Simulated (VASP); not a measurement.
The system is CsSnI3.

```
Cs I Sn
1.0
     6.20570    0.00000    0.00000
     0.00000    6.20570    0.00000
     0.00000    0.00000    6.20570
Cs I Sn
1 3 1
Direct
  0.00000 0.00000 0.00000
  0.50000 0.50000 0.00000
  0.50000 0.00000 0.50000
  0.00000 0.50000 0.50000
  0.50000 0.50000 0.50000
```

```yaml
Program: VASP 6.6.1
Task: relaxation of cell and atoms
Functional: RPBE
Potentials_or_basis: VASP PAW PBE potentials, release 64 (Cs_sv, I, Sn_d)
Cutoff: 600 eV
k_mesh: 4 × 4 × 4
Occupations: fermi-dirac, width 0.05 eV
Spin: no spin polarisation
```

At the start: pressure 1.9 GPa; volume 47.80 Å³/atom.

Where does the relaxation end?

Over 3 steps the energy falls by 30.8 meV/atom and the volume is 53.46 Å³/atom (+11.9 %); space group Pm-3m (No. 221, to 0.05 Å).

The path:
```tsv
step	energy change (eV)	largest force (eV/Å)	pressure (GPa)	volume (Å³)
1	0.0000	0.0000	1.91	238.99
2	-0.1423	0.0000	0.43	259.21
3	-0.1541	0.0000	0.00	267.32
```

Final structure:
```xyz
5
Lattice="6.4419 0.0000 0.0000 0.0000 6.4419 0.0000 0.0000 0.0000 6.4419" Properties=species:S:1:pos:R:3 pbc="T T T"
Cs    0.0000    0.0000    0.0000
I     3.2209    3.2209    0.0000
I     3.2209    0.0000    3.2209
I     0.0000    3.2209    3.2209
Sn    3.2209    3.2209    3.2209
```

Caveat: the PAW data sets were made with another functional, which shifts forces and pressure a little.
